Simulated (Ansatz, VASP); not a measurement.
# InAs: VASP beside Ansatz

Wanted: the spread between two codes on one cell, functional and k mesh. The cell is taken from a series of VASP runs on this material, whose earlier steps may have relaxed, scaled or displaced it; both programs get it as it stands.

Calculated with Ansatz 0.2.0; plane waves, with VASP 6.6.1 beside it; zone-centre phonons at PBE.

## (1) The structure

It takes space group F-43m (No. 216, cubic). The conventional cell has a = 6.189 Å, b = 6.189 Å, c = 6.189 Å, α = 90.00°, β = 90.00°, γ = 90.00°. Nearest to In lie 4 As at 2.68 Å. Nearest to As lie 4 In at 2.68 Å. Farther neighbours are not listed.

## (2) VASP: zone-centre phonons, PBE

Second derivatives magnify differences that forces hide, and they need a tight electronic threshold.

Lines of VASP's logs that name or quote its potential files are left out, and so is its time.

Contents of INCAR:

```
SYSTEM = InAs
PREC = Accurate
ENCUT = 450
EDIFF = 1E-08
NELM = 100
ISMEAR = 1
SIGMA = 0.15
LREAL = .FALSE.
ALGO = Normal
GGA = PE
NBANDS = 15
LORBIT = 11
LWAVE = .FALSE.
LCHARG = .FALSE.
KPAR = 4
IBRION = 8
ISIF = 2
```

Contents of POSCAR:

```
InAs
1.0
    0.0000000000      3.0946622674      3.0946622674
    3.0946622674      0.0000000000      3.0946622674
    3.0946622674      3.0946622674      0.0000000000
In As
1 1
Direct
    0.0000000000      0.0000000000      0.0000000000
    0.7500000000      0.7500000000      0.7500000000
```

Contents of KPOINTS:

```
Automatic mesh
0
Gamma
12 12 12
0 0 0
```

Potentials, in the order of the species: In_d and As (PBE family, release 64).

Command:

```
$ mpirun -np 4 vasp_std
```

Numbers of over 12 decimals in the logs are rounded to 6 here.

The log of the run:

```text
[banner, memory and clock lines left out]
running    4 mpi-ranks, on    1 nodes
 distrk:  each k-point on    1 cores,    4 groups
 distr:  one band on    1 cores,    1 groups

 POSCAR found type information on POSCAR InAs
 POSCAR found :  2 types and       2 ions
 LDA part: xc-table for (Slater+PW92), standard interpolation
 POSCAR, INCAR and KPOINTS ok, starting setup
 FFT: planning ... GRIDC
 FFT: planning ... GRID_SOFT
 FFT: planning ... GRID
 WAVECAR not read
 entering main loop
       N       E                     dE             d eps       ncg     rms          rms(c)
DAV:   1     0.106348091453E+03    0.10635E+03   -0.75835E+03  2167   0.114E+03
DAV:   2    -0.565388112954E+00   -0.10691E+03   -0.10299E+03  2321   0.283E+02
DAV:   3    -0.778355285898E+01   -0.72182E+01   -0.71849E+01  2825   0.761E+01
DAV:   4    -0.796598969119E+01   -0.18244E+00   -0.18239E+00  2648   0.140E+01
DAV:   5    -0.797399867887E+01   -0.80090E-02   -0.80089E-02  3279   0.243E+00    0.404E+00
DAV:   6    -0.773595378656E+01    0.23804E+00   -0.38753E-01  3399   0.101E+01    0.224E+00
DAV:   7    -0.771675924088E+01    0.19195E-01   -0.10686E-01  2910   0.280E+00    0.702E-01
DAV:   8    -0.771808580577E+01   -0.13266E-02   -0.11600E-02  2748   0.129E+00    0.156E-01
DAV:   9    -0.771871914634E+01   -0.63334E-03   -0.96981E-04  2601   0.308E-01    0.979E-02
DAV:  10    -0.771886849630E+01   -0.14935E-03   -0.16858E-04  2793   0.164E-01    0.543E-02
DAV:  11    -0.771891727904E+01   -0.48783E-04   -0.12912E-04  2426   0.116E-01    0.405E-02
DAV:  12    -0.771891857091E+01   -0.12919E-05   -0.70748E-06  2519   0.259E-02    0.102E-02
DAV:  13    -0.771891898572E+01   -0.41481E-06   -0.18998E-06  2734   0.874E-03    0.400E-03
DAV:  14    -0.771891913093E+01   -0.14521E-06   -0.12617E-07  2814   0.280E-03    0.127E-03
DAV:  15    -0.771891922624E+01   -0.95317E-07   -0.56244E-09  2071   0.686E-04    0.813E-04
DAV:  16    -0.771891928545E+01   -0.59211E-07   -0.39180E-09  1941   0.920E-04    0.114E-04
DAV:  17    -0.771891927485E+01    0.10606E-07   -0.12726E-09  1332   0.338E-04    0.678E-05
DAV:  18    -0.771891927108E+01    0.37680E-08   -0.32975E-10  1353   0.234E-04
   1 F= -.77189193E+01 E0= -.77189916E+01  d E =0.216927E-03
 Linear response reoptimize wavefunctions to high precision
DAV:   1    -0.771891926880E+01    0.22833E-08   -0.15778E-10  1479   0.179E-04
DAV:   2    -0.771891926879E+01    0.27285E-11   -0.77328E-11  1374   0.873E-05
 Linear response DOF=           2
 Linear response progress:
  Degree of freedom:   1/  2
       N       E                     dE             d eps       ncg     rms          rms(c)
RMM:   1    -0.233416805433E+00   -0.23342E+00   -0.11183E-01 11333   0.479E+00
RMM:   2    -0.235929755494E+00   -0.25130E-02   -0.12213E-02 14239   0.987E-01    0.789E-02
RMM:   3    -0.235757968522E+00    0.17179E-03   -0.14857E-03 15536   0.304E-01    0.361E-02
RMM:   4    -0.235482439724E+00    0.27553E-03   -0.14748E-04 16022   0.102E-01    0.221E-02
RMM:   5    -0.235355616104E+00    0.12682E-03   -0.34041E-05 16168   0.388E-02    0.726E-03
RMM:   6    -0.235324424926E+00    0.31191E-04   -0.98863E-06 16191   0.133E-02    0.171E-03
RMM:   7    -0.235333364996E+00   -0.89401E-05   -0.64478E-06 16611   0.395E-03    0.711E-04
RMM:   8    -0.235334102135E+00   -0.73714E-06   -0.23195E-06 16398   0.167E-03    0.324E-04
RMM:   9    -0.235334655406E+00   -0.55327E-06   -0.24067E-06 16929   0.690E-04    0.742E-05
RMM:  10    -0.235334632669E+00    0.22737E-07   -0.91304E-07 17420   0.302E-04    0.469E-05
RMM:  11    -0.235334665867E+00   -0.33198E-07   -0.75198E-07 17480   0.146E-04    0.146E-05
RMM:  12    -0.235334655644E+00    0.10223E-07   -0.16554E-07 17021   0.818E-05    0.167E-05
RMM:  13    -0.235334679943E+00   -0.24299E-07   -0.16433E-07 18503   0.481E-05    0.293E-06
RMM:  14    -0.235334679603E+00    0.34056E-09   -0.11713E-07 16291   0.312E-05    0.471E-06
RMM:  15    -0.235334669897E+00    0.97063E-08   -0.65912E-08 16093   0.231E-05    0.601E-07
 first order change of Fermi-energy  -0.43680E-04
 force on displaced ion       1 direction 1 :  -6.511   0.000   0.000
 Linear response progress:
  Degree of freedom:   2/  2
       N       E                     dE             d eps       ncg     rms          rms(c)
RMM:   1    -0.467546701363E-01   -0.46755E-01    0.64936E-02 17110   0.143E+00
RMM:   2    -0.443875679373E-01    0.23671E-02    0.14954E-03 13250   0.522E-01    0.994E-02
RMM:   3    -0.450678262333E-01   -0.68026E-03   -0.16714E-03 15538   0.215E-01    0.439E-02
RMM:   4    -0.452813374968E-01   -0.21351E-03   -0.13691E-04 15601   0.741E-02    0.112E-02
RMM:   5    -0.453306565576E-01   -0.49319E-04   -0.17694E-05 16050   0.305E-02    0.539E-03
RMM:   6    -0.453212315254E-01    0.94250E-05   -0.27712E-06 15318   0.905E-03    0.156E-03
RMM:   7    -0.453189990029E-01    0.22325E-05   -0.13956E-07 16746   0.270E-03    0.102E-03
RMM:   8    -0.453199120273E-01   -0.91302E-06   -0.30510E-08 15077   0.118E-03    0.493E-04
RMM:   9    -0.453208187137E-01   -0.90669E-06    0.44187E-08 16090   0.429E-04    0.996E-05
RMM:  10    -0.453208832212E-01   -0.64508E-07   -0.10881E-08 17639   0.157E-04    0.452E-05
RMM:  11    -0.453208857415E-01   -0.25203E-08   -0.14625E-07 16495   0.524E-05    0.102E-05
RMM:  12    -0.453209155301E-01   -0.29789E-07    0.21558E-08 17586   0.228E-05    0.323E-06
RMM:  13    -0.453209138077E-01    0.17224E-08   -0.19347E-08 16690   0.113E-05    0.179E-06
 first order change of Fermi-energy   0.30689E-03
 force on displaced ion       2 direction 1 :  -6.538  -0.000  -0.000
 Linear response finished
```

From OUTCAR (step 2):

```text
ion  position               nearest neighbor table
   1  0.000  0.000  0.000-   2 2.68   2 2.68   2 2.68   2 2.68
   2  0.750  0.750  0.750-   1 2.68   1 2.68   1 2.68   1 2.68

  LATTYP: Found a face centered cubic cell.
 ALAT       =     6.1893245348

 Subroutine GETGRP returns: Found 24 space group operations
 (whereof 24 operations were pure point group operations)

The static configuration has the point symmetry T_d .

 Found     72 irreducible k-points:

   k-points           NKPTS =     72   k-points in BZ     NKDIM =     72   number of bands    NBANDS=     15

   dimension x,y,z NGX =    30 NGY =   30 NGZ =   30
   dimension x,y,z NGXF=    60 NGYF=   60 NGZF=   60

   ENCUT  =  450.0 eV  33.07 Ry    5.75 a.u.   7.57  7.57  7.57*2*pi/ulx,y,z

   NELECT =      18.0000    total number of electrons

 k-points in reciprocal lattice and weights: Automatic mesh
   0.00000000  0.00000000  0.00000000       0.001
   0.08333333  0.00000000  0.00000000       0.005
   0.16666667  0.00000000  0.00000000       0.005
   0.25000000  0.00000000  0.00000000       0.005
   0.33333333  0.00000000  0.00000000       0.005
   0.41666667  0.00000000  0.00000000       0.005
   0.50000000  0.00000000  0.00000000       0.002
   0.08333333  0.08333333  0.00000000       0.003
   0.16666667  0.08333333  0.00000000       0.014
[...]
-0.33333333  0.50000000  0.16666667       0.007
  -0.25000000  0.50000000  0.25000000       0.003

 average (electrostatic) potential at core
       1 -97.1639       2 -50.2233

  Total        0.0016760      0.0016760      0.0016760      0.0000000      0.0000000     -0.0000000
  in kB        0.0453023      0.0453023      0.0453023      0.0000000      0.0000000     -0.0000000
  external PRESSURE =       0.0453023 kB  Pullay stress =       0.0000000 kB

  energy-cutoff  :      450.00
  volume of cell :       59.27
      direct lattice vectors                 reciprocal lattice vectors
     0.000000000  3.094662267  3.094662267    -0.161568519  0.161568519  0.161568519
     3.094662267  0.000000000  3.094662267     0.161568519 -0.161568519  0.161568519
     3.094662267  3.094662267  0.000000000     0.161568519  0.161568519 -0.161568519

 POSITION                                       TOTAL-FORCE (eV/Angst)
 -----------------------------------------------------------------------------------
      0.00000      0.00000      0.00000        -0.000000      0.000000      0.000000
      4.64199      4.64199      4.64199         0.000000     -0.000000     -0.000000
 -----------------------------------------------------------------------------------
    total drift:                               -0.000000     -0.000000     -0.000000

 Eigenvectors and eigenvalues of the dynamical matrix
 ----------------------------------------------------

   1 f  =    5.931730 THz    37.270158 2PiTHz  197.861213 cm-1    24.531653 meV
             X         Y         Z           dx          dy          dz
      0.000000  0.000000  0.000000     0.000000    0.627596    0.000000
      4.641993  4.641993  4.641993     0.000000   -0.778539    0.000000

   2 f  =    5.931730 THz    37.270158 2PiTHz  197.861213 cm-1    24.531653 meV
             X         Y         Z           dx          dy          dz
      0.000000  0.000000  0.000000    -0.627596    0.000000    0.000000
      4.641993  4.641993  4.641993     0.778539    0.000000    0.000000

   3 f  =    5.931730 THz    37.270158 2PiTHz  197.861213 cm-1    24.531653 meV
             X         Y         Z           dx          dy          dz
      0.000000  0.000000  0.000000     0.000000    0.000000   -0.627596
      4.641993  4.641993  4.641993     0.000000    0.000000    0.778539

   4 f/i=    0.005984 THz     0.037601 2PiTHz    0.199620 cm-1     0.024750 meV
             X         Y         Z           dx          dy          dz
      0.000000  0.000000  0.000000     0.778539    0.000000    0.000000
      4.641993  4.641993  4.641993     0.627596    0.000000    0.000000

   5 f/i=    0.005984 THz     0.037601 2PiTHz    0.199620 cm-1     0.024750 meV
             X         Y         Z           dx          dy          dz
      0.000000  0.000000  0.000000     0.000000   -0.778539    0.000000
      4.641993  4.641993  4.641993     0.000000   -0.627596    0.000000

   6 f/i=    0.005984 THz     0.037601 2PiTHz    0.199620 cm-1     0.024750 meV
             X         Y         Z           dx          dy          dz
      0.000000  0.000000  0.000000     0.000000    0.000000    0.778539
      4.641993  4.641993  4.641993     0.000000    0.000000    0.627596

 ELASTIC MODULI CONTR FROM IONIC RELAXATION (kBar)
 Direction    XX          YY          ZZ          XY          YZ          ZX
 --------------------------------------------------------------------------------
 XX          -0.0000      0.0000      0.0000     -0.0000      0.0000      0.0000
 YY           0.0000     -0.0000      0.0000     -0.0000     -0.0000     -0.0000
 ZZ           0.0000      0.0000     -0.0000      0.0000     -0.0000      0.0000
 XY          -0.0000     -0.0000      0.0000   -159.1690     -0.0000      0.0000
 YZ           0.0000     -0.0000     -0.0000     -0.0000   -159.1690     -0.0000
 ZX           0.0000     -0.0000      0.0000      0.0000     -0.0000   -159.1690
 --------------------------------------------------------------------------------
```

## (3) Ansatz: zone-centre phonons, PBE

Ansatz runs on its default PAW (the set named soft_2) files.

The same cell, functional, mesh and smearing now go to Ansatz, which takes its cutoff from its data sets.

Contents of input.yaml:

```yaml
crystal:
  lattice:
    - [0.0, 3.0946622674, 3.0946622674]
    - [3.0946622674, 0.0, 3.0946622674]
    - [3.0946622674, 3.0946622674, 0.0]
  atoms:
    - { symbol: In, position: [0.0, 0.0, 0.0] }
    - { symbol: As, position: [0.75, 0.75, 0.75] }
hamiltonian:
  xc: pbe
  pseudopotentials: { kind: paw }
kpoints:
  mp_grid: { grid: [12, 12, 12] }
scf:
  occupations: { method: methfessel_paxton, width: 0.15 }
phonons:
  method: dfpt
  qpoints: [[0, 0, 0]]
```

Command:

```
$ ansatz run input.yaml --threads 4 --pin off --max-ram 9216MiB --backend cpu --events-out ev --progress --plain --runs-dir out
```

The log of the run:

```text
zone centre: on kpoints.mp_grid the ground state, and the responses unless they are solved on pairs of k-points, stand on 163 of the mesh's 1728 k-points, reduced under 8 symmetry operations, with k and −k counted as one. Each operation leaves every solved displacement unchanged or reverses it
Engine: ansatz 0.2.0, x86_64-unknown-linux-gnu
Pseudopotentials: kind: paw
Pseudopotential: In, paw, valence charge 13, recommended cutoff 420 eV (normal), In.paw.azcp
Pseudopotential: As, paw, valence charge 15, recommended cutoff 420 eV (normal), As.paw.azcp
Functional definition: PBE
  parameter kappa = 0.804
  parameter beta = 0.066725
  exchange = pbe_x(kappa = kappa, mu = beta*pi^2/3)
  correlation = pbe_c(beta = beta)
Crystal: 2 atoms, lattice volume = 59.275 Å³
Basis set: ecut = 420 eV, 1139 PW (Γ), exchange–correlation on 60×60×60 points (8 copies of the dense FFT grid, shifted against one another)
Bands: 18, of which v1, the nominal top of the filled ones, is band 14 counted from 1 (13 counted from 0)
Symmetry: 24 space group operations
k-points: 163 of 1728 (irreducible under 8 space group operations, time reversal used)
Non-local potential: In, projectors of the file, l = 0: 2, l = 1: 2, l = 2: 2, l = 3: 2
Non-local potential: As, projectors of the file, l = 0: 2, l = 1: 2, l = 2: 3, l = 3: 1
PAW form: soft (Blöchl's): semilocal exchange-correlation on the pseudo side does not see the compensation charge
PAW one-centre angular grid: In, 590 points (default); XC on 64 Gauss nodes
PAW one-centre angular grid: As, 590 points (default); XC on 64 Gauss nodes
Initial density: superposition of atomic densities (neutral atoms: chi_scale 0, normalization atom), corrected by the library's trained network
Initial wavefunctions: pseudopotential atomic-orbital guess
Functional: x = pbe(κ = 0.804, μ = 0.219515), c = pbe(β = 0.066725)
SCF iter   1: F=—  HF=-10454.472186 eV  |F-HF|=—  |Δ(HF+E_count)|=         —  Δρ=2.51e-3  dr2=8.38e-3  ethr=1.77e-3  ⟨swp⟩=5.1  Hψ=13899  notcnv=0
preconditioner: auto → none  [insulator: Δε(μ)=0.607 eV  Ē_g=14.449 eV  σ=0.150 eV  W_gap=0.66  n_scr=14 (ndim 8)  ℏωp=20.5 eV  f_vac=0.124  D(μ)=0.07/eV (n_scr^D=0)  ε∞_Penn≈3.0]
SCF iter   2: F=—  HF=-10454.469046 eV  |F-HF|=—  |Δ(HF+E_count)|=   3.14e-3  S|Δr|=    0.00e0  Δρ=1.01e-3  dr2=7.46e-4  ethr=2.99e-5  ⟨swp⟩=2.0  Hψ=5686  notcnv=0
SCF iter   3: F=—  HF=-10454.468912 eV  |F-HF|=—  |Δ(HF+E_count)|=   1.34e-4  S|Δr|=    0.00e0  Δρ=3.01e-4  dr2=7.99e-5  ethr=2.66e-6  ⟨swp⟩=2.0  Hψ=4402  notcnv=0
SCF iter   4: F=—  HF=-10454.468970 eV  |F-HF|=—  |Δ(HF+E_count)|=   5.81e-5  S|Δr|=    0.00e0  Δρ=1.09e-4  dr2=9.10e-6  ethr=2.85e-7  ⟨swp⟩=2.0  Hψ=3587  notcnv=0
SCF iter   5: F=—  HF=-10454.468984 eV  |F-HF|=—  |Δ(HF+E_count)|=   1.39e-5  S|Δr|=    0.00e0  Δρ=3.40e-5  dr2=8.35e-7  ethr=3.25e-8  ⟨swp⟩=2.0  Hψ=5217  notcnv=0
SCF iter   6: F=—  HF=-10454.468984 eV  |F-HF|=—  |Δ(HF+E_count)|=   3.94e-7  S|Δr|=    0.00e0  Δρ=6.21e-6  dr2=1.77e-8  ethr=2.98e-9  ⟨swp⟩=2.0  Hψ=5217  notcnv=0
SCF iter   7: F=—  HF=-10454.468984 eV  |F-HF|=—  |Δ(HF+E_count)|=   4.01e-8  S|Δr|=    0.00e0  Δρ=1.07e-6  dr2=3.91e-10  ethr=6.31e-11  ⟨swp⟩=2.0  Hψ=5217  notcnv=0
SCF iter   8: F=—  HF=-10454.468984 eV  |F-HF|=—  |Δ(HF+E_count)|=  7.79e-10  S|Δr|=    0.00e0  Δρ=3.82e-7  dr2=5.03e-11  ethr=1.40e-12  ⟨swp⟩=2.0  Hψ=5217  notcnv=0
SCF iter   9: F=-10454.468984 eV  HF=-10454.468984 eV  |F-HF|=1.82e-12  |Δ(HF+E_count)|=  7.46e-11  S|Δr|=    0.00e0  Δρ=4.49e-8  dr2=9.77e-13  ethr=1.00e-12  ⟨swp⟩=6.0  Hψ=13139  notcnv=0
SCF 1 converged in 9 iterations: F = -10454.468984 eV  dr2 = 9.77e-13
  greatest PAW one-centre occupation: 0.999 electrons in one spin orbital (limit 2), on the As atom at site 1 (counted from 0), in its partial waves of l = 2
DFPT response loops at Γ: preconditioner auto → Kerker (q_TF=auto, 2.408 Å⁻¹) (partly filled bands, converged f_vac=0.115); β = 1.00, the filter's whole step (`scf.mixing.beta` (0.50) is not read by the response loops under this deck's `scf.mixing.preconditioner`; to damp them name `kerker` or `kerker_dos`, under which they read `scf.mixing.beta`, and type it under 1.00, their step now; both keys bind the ground state too); Broyden in place of MSR1
SCF converged after 9 iterations
Stability not checked: this state was not tested for a lower state beside it, because cold or Methfessel-Paxton smearing, or corrected tetrahedra, fill the levels in a way that the test cannot read (fill_not_monotonic; see scf.lower_state_search)
Free energy (F): -10454.468984 eV
Harris-Foulkes:  -10454.468984 eV  (|F-HF|=1.82e-12)
Internal energy: -10454.469202 eV  (E = F + TS)
E sigma→0 (E₀):  -10454.469038 eV
Entropy (-TS):   0.000218 eV (0.109 meV/atom)
Fermi energy:    6.976077 eV
Step filling:    the computed levels leave a gap of 0.0000 eV = 0.0 smearing widths at the electron count; against every level under it full and every level over it empty, smearing changes F+E_penalty+E_count by +0.101 meV and its σ→0 estimate by +0.046 meV
--- Per-component energies (eV) ---
  E_band       = -333.439298
  E_kinetic    = 345.246369
  E_local      = -3367.912144  (includes V_loc(G=0)·N_el)
  E_nonlocal   = -303.386140
  E_hartree    = 1621.209987
  E_xc         = -293.849033
  E_vxc        = -177.676754  (∫ρ·V_xc dr)
  E_paw        = -5990.598563  (= ΣΔE_a)
  E_vpaw       = -72.130614  (= ΣTr[D̂ρ^β])
  E_aug_tail   = 0.000034  (compensation charges beyond the density's cutoff)
  E_ewald      = -2465.179714
  E_smearing   = 0.000218  (= −TS)
  E_closure    = 0.000000  (closes the sum)
  Σ components = -10454.468984   (vs F -10454.468984, Δ=0.00e0)
--- Band table (eV; the first three rows and the last of 163) ---
  k-point 0: bands = [... 10 lower, -4.4890, 6.3967, 6.9471, 6.9471, 6.9471, 10.8284, 10.8284, 10.8284]
  k-point 1: bands = [... 10 lower, -4.4253, 5.5620, 6.8664, 6.8664, 7.5679, 10.8388, 10.9512, 10.9512]
  k-point 2: bands = [... 10 lower, -4.2415, 4.4471, 6.6686, 6.6686, 7.9908, 11.1401, 11.2360, 11.2360]
  k-point 162: bands = [... 10 lower, -2.7234, 1.5282, 4.2810, 4.3746, 10.8605, 11.2189, 11.7595, 13.0028]
--- Phonons (Γ-DFPT): 2 representative perturbations + reference, on 163 of 1728 k-points (Σ response iterations 6) ---
  k mesh reduced under 8 symmetry operations, with k and −k counted as one. Each operation leaves every solved displacement unchanged or reverses it
  ASR residual: 1.248e-4 → 0.000e0 eV/Å²; symmetrization residual: 6.807e-6 eV/Å²
  ASR residual per site (eV/Å²): 1.25e-4 6.42e-5
  Γ frequencies (cm⁻¹): 0.00 0.00 0.00 197.47 197.47 197.47
  non-analytic LO–TO correction: not included (Born effective charges unavailable; polar crystals: no LO–TO splitting at Γ)
--- Phonons (arbitrary-q DFPT): 1 explicit q-point ---
  q = [0, 0, 0] (of the zone-centre solve; hermiticity 2.09e-6, symmetrization 7.45e-13): -0.00 0.00 0.00 197.47 197.47 197.47
  sum rule: each row above includes the acoustic sum rule's correction from the zone centre's row sums; it moved no ω² by more than (0.54 cm⁻¹)²
```

Wall time 12 s (4 threads of Intel Xeon Platinum 8375C at 2.90GHz (Ice Lake), shared host); peak memory 0.88 GiB.

The column dr2 measures how far the density is from self-consistency, as an energy; F and HF (Harris–Foulkes) agree once it is small.

## (4) Differences

Known differences besides the potentials themselves: the data sets hold 28 valence electrons in Ansatz (default PAW (the set named soft_2) files) and 18 in VASP; the cutoff is 420 eV in Ansatz and 450 eV in VASP; VASP leaves aspherical gradient terms in its spheres out (LASPH is not set), Ansatz keeps them. Total energies have different zeros and are not compared.

Both answers:

```
                  quantity  Ansatz   VASP  difference
optical mode 1 to 3 (cm⁻¹)   197.5  197.9     -0.20 %
```

Modes are paired by rising frequency and degeneracy, not by their patterns, so a pair may still set unlike modes beside each other.

## (5) What came out

```yaml
r_m_s_difference_of_the_optical_zone_centre_modes_each_program_s_sorted_by_frequency_zone_centre_phonons_pbe: 0.39 cm⁻¹
```

The r.m.s. difference of the optical zone-centre modes, each program's sorted by frequency is 0.39 cm⁻¹ (zone-centre phonons, PBE). How closely two codes agree says nothing of how well the functional describes the real material.

[Lines on the potential files, build, host, timing and source positions are cut from VASP's logs without a mark.]

[Logs are printed without paths, hosts, clocks, repeated set-up lines and the standing remarks that a program may print on its own settings, such as how far it seeks lower states.]

[Hosts, paths, dates, database ids (printed as entryN), source tags and the programs' standing remarks are cut or masked in the printed files.]
